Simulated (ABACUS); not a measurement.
Write the native input for ABACUS 3.10.1 that does the following.

| Quantity | Value |
| --- | --- |
| Task | band structure |
| Functional | PBE |
| Potentials or basis | PseudoDojo NC SR 0.4.1 PBE standard, lanthanides 3+ (f in core) |
| Cutoff | 1361 eV |
| Density cutoff | 5442 eV |
| Basis | TZDP LCAO (the cutoffs set its grid) |
| Occupations | fermi-dirac, width 0.05 eV |
| Spin | no spin polarisation |
| Orbital files | Nd Nd_confined-atom_8au_4s3p3d1f.orb |
| Radial cutoff of the potentials (pseudo_rcut) | 10 bohr |
| Density | read from an earlier self-consistent run |
| Path | G-H-N-G-P-H, P-N |
| Points for each segment of the path | 10 |
| SCF threshold on the density | 1e-07 |
| Max SCF steps | 100 |
| Eigensolver | scalapack_gvx |
| Mixing | broyden |
| Mixing share | 0.7 |
| Symmetry key | -1 |

The system is Nd.

```
Nd
1.0
    -2.07547    2.07547    2.07547
     2.07547   -2.07547    2.07547
     2.07547    2.07547   -2.07547
Nd
1
Direct
  0.00000 0.00000 0.00000
```

This isn't the form of Nd at room conditions, which is double hcp.

One way to write it, as run:

INPUT

```
INPUT_PARAMETERS
suffix              Nd
calculation         nscf
basis_type          lcao
pseudo_dir          ./
orbital_dir         ./
symmetry            -1
dft_functional      pbe
ecutwfc             100.0
pseudo_rcut         10
nspin               1
nbands              16
ks_solver           scalapack_gvx
smearing_method     fd
smearing_sigma      0.00367493
scf_thr             1e-07
scf_nmax            100
mixing_type         broyden
mixing_beta         0.7
init_chg            file
out_band            1
```

STRU

```
ATOMIC_SPECIES
Nd 144.2420 Nd.upf

NUMERICAL_ORBITAL
Nd_confined-atom_8au_4s3p3d1f.orb

LATTICE_CONSTANT
1.8897261246

LATTICE_VECTORS
-2.0754700287 2.0754700287 2.0754700287
2.0754700287 -2.0754700287 2.0754700287
2.0754700287 2.0754700287 -2.0754700287

ATOMIC_POSITIONS
Direct

Nd
0.0
1
0.0000000000 0.0000000000 0.0000000000 1 1 1
```

KPT

```
K_POINTS
8
Line
0.00000000 0.00000000 0.00000000 10 // G
0.50000000 -0.50000000 0.50000000 10 // H
0.00000000 0.00000000 0.50000000 10 // N
0.00000000 0.00000000 0.00000000 10 // G
0.25000000 0.25000000 0.25000000 10 // P
0.50000000 -0.50000000 0.50000000 1 // H
0.25000000 0.25000000 0.25000000 10 // P
0.00000000 0.00000000 0.50000000 1 // N
```

Potentials or basis: PseudoDojo NC SR 0.4.1 PBE standard, lanthanides 3+ (f in core), TZDP LCAO (the cutoffs set its grid).

Run with:

```bash
$ OMP_NUM_THREADS=1 mpirun -np 4 abacus > log
```

Wall time 2.3 s on 4 MPI ranks on Intel(R) Xeon(R) Platinum 8259CL CPU @ 2.50GHz (Skylake/Cascade Lake) (shared host), peak memory 0.4 GiB a rank.
